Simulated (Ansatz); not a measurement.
# As: equation of state

The task here is to estimate one member of a computed series from the others.

Program: Ansatz 0.2.0. Level of theory: DFT PBE, scalar-relativistic. These are calculated values, not measurements.

## The system as given

Symmetry: R-3m, No. 166, trigonal system. Conventional cell: a = 3.759 Å, b = 3.759 Å, c = 10.457 Å, α = 90.00°, β = 90.00°, γ = 120.00°. Around As (site symmetry 3m) lie 3 As at 2.52 Å.

Coordinates:

```
CELL_PARAMETERS angstrom
1.87975 1.08527 3.48577
-1.87975 1.08527 3.48577
0.00000 -2.17055 3.48577
ATOMIC_POSITIONS crystal
As 0.22754 0.22754 0.22754
As 0.77246 0.77246 0.77246
```

The cell is a measured one (Crystallography Open Database entry 9009651); the temperature and pressure of the measurement aren't taken into account, and nothing was relaxed.

Atoms are numbered in the order of the input: As1, As2.

Set-up of the first run:

The input, input.yaml:

```yaml
crystal:
  lattice:
    - [1.8417028838, 1.0633076557, 3.4152171905]
    - [-1.8417028838, 1.0633076557, 3.4152171905]
    - [0.0, -2.1266153114, 3.4152171905]
  atoms:
    - { symbol: As, position: [0.22754, 0.22754, 0.22754] }
    - { symbol: As, position: [0.77246, 0.77246, 0.77246] }
kpoints:
  mp_grid: { grid: [13, 13, 13] }
scf:
  occupations: { method: fermi_dirac, width: 0.05 }
hamiltonian:
  xc: pbe
  pseudopotentials: { kind: all_electron, lapw: { basis_error: 0.001 } }
output:
  forces: true
  stress: true
  eigenvalues: true
```

Run with:

```sh
ansatz run input.yaml --threads 1 --pin off --max-ram 2048MiB --backend cpu --events-out ev --progress --plain --runs-dir out
```

Among the steps run: Volume × 0.9405, LAPW; Volume × 0.9405, PAW; Volume × 0.9405, crystal datasets; Volume × 0.98, LAPW; Volume × 0.98, PAW; Volume × 1.02, LAPW; Volume × 1.02, PAW; Volume × 1.06, LAPW; Volume × 1.06, PAW; Volume × 1.06, crystal datasets.

One of the session's tables, all rows but one given; the rest of the session is left out.

It belongs to the step «The equation of state». 

| method | volume (Å³/atom) | pressure (GPa) | largest force (eV/Å) |
| --- | --- | --- | --- |
| LAPW | 20.064 | 9.42 | 0.674 |
| LAPW | 20.907 | 5.37 | 0.363 |
| LAPW | 21.333 | 3.60 | 0.224 |
| LAPW | 21.760 | 2.00 | 0.094 |
| LAPW | 22.613 | -0.76 | 0.141 |
| PAW | 20.064 | ? | ? |
| PAW | 20.907 | 5.36 | 0.366 |
| PAW | 21.333 | 3.59 | 0.226 |
| PAW | 21.760 | 1.99 | 0.096 |
| PAW | 22.613 | -0.77 | 0.139 |
| crystal datasets | 20.064 | 9.42 | 0.674 |
| crystal datasets | 21.333 | 3.60 | 0.224 |
| crystal datasets | 22.613 | -0.76 | 0.141 |

Q: Estimate the row for PAW, 20.064 from the others.

As computed: pressure (GPa): 9.42; largest force (eV/Å): 0.676.

Limits of these values: Shape and positions are held, so a fully relaxed modulus can be lower. Warnings in the runs' records: crystal datasets made.
